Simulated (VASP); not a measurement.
**EuS: electric field gradients with PBEsol+U**

Crystal: EuS.

```xyz
2
Lattice="0.0000 2.9785 2.9785 2.9785 0.0000 2.9785 2.9785 2.9785 0.0000" Properties=species:S:1:pos:R:3 pbc="T T T"
Eu    0.0000    0.0000    0.0000
S     2.9785    2.9785    2.9785
```

```yaml
Program: VASP 6.6.1
Task: electric field gradients
Functional: PBEsol
Potentials_or_basis: VASP PAW PBE potentials, release 64 (Eu, S)
Cutoff: 700 eV
k_mesh: 10 × 10 × 10
Occupations: fermi-dirac, width 0.05 eV
Spin: collinear spin, ferromagnetic start
Starting_moments: "[7.0, 0.0] μB"
Hubbard_terms: Eu f U = 6.0 eV
Further_INCAR_settings: ALGO = Normal; EDIFF = 1e-07
```

The pressure is -1.9 GPa and the band gap on the k mesh is 0.28 eV, indirect (least direct gap 0.56 eV). The net moment is 7.00 μB per cell. The site moments are Eu +6.73; S -0.07 μB and the valence electrons inside the program's atomic spheres are Eu 14.85; S 3.73.

Levels at points of the mesh, in eV from the valence-band top:
Spin up:
```csv
k point,band 13,band 14,band 15,band 16,band 17,band 18
"(0.00, 0.00, 0.00)",0.00,0.00,0.00,1.87,2.25,2.25
"(0.50, 0.00, 0.00)",-0.61,-0.58,-0.57,3.93,4.44,4.93
"(0.50, 0.50, 0.00)",-0.60,-0.28,-0.28,0.28,4.32,4.34
```
Spin down:
| k point | band 4 | band 5 | band 6 | band 7 | band 8 | band 9 | band 10 | band 11 | band 12 | band 13 |
| --- | --- | --- | --- | --- | --- | --- | --- | --- | --- | --- |
| (0.00, 0.00, 0.00) | -16.24 | -12.40 | -1.50 | -1.50 | -1.50 | 2.31 | 2.89 | 2.89 | 2.89 | 3.88 |
| (0.50, 0.00, 0.00) | -16.27 | -11.35 | -4.14 | -2.70 | -2.70 | 4.10 | 5.11 | 5.89 | 5.89 | 7.37 |
| (0.50, 0.50, 0.00) | -16.38 | -12.06 | -2.69 | -1.87 | -1.87 | 0.80 | 4.92 | 5.17 | 6.71 | 7.20 |

Electric field gradients, principal values (V/Å²):
| atom | Vxx | Vyy | Vzz |
| --- | --- | --- | --- |
| 1 Eu | 0.001 | 0.001 | -0.002 |
| 2 S | 0.000 | 0.000 | -0.001 |

Eigenvalues of the final occupation matrices:
```
    site  spin  trace                         eigenvalues
site 1 f     1   6.82  0.97 0.97 0.97 0.97 0.98 0.98 0.98
site 1 f     2   0.01  0.00 0.00 0.00 0.00 0.00 0.00 0.00
```

Wall time 75 s on 1 thread of Intel(R) Xeon(R) 6975P-C (Granite Rapids) (shared host), peak memory 0.33 GiB.

Caveat: the PAW data sets were made with another functional, which shifts forces and pressure a little; spin-orbit coupling is left out, which moves the levels of the heavy elements; a cell with one magnetic atom can't hold antiferromagnetic order, which such compounds often take. The state reached can hang on the start; a lower one may exist.
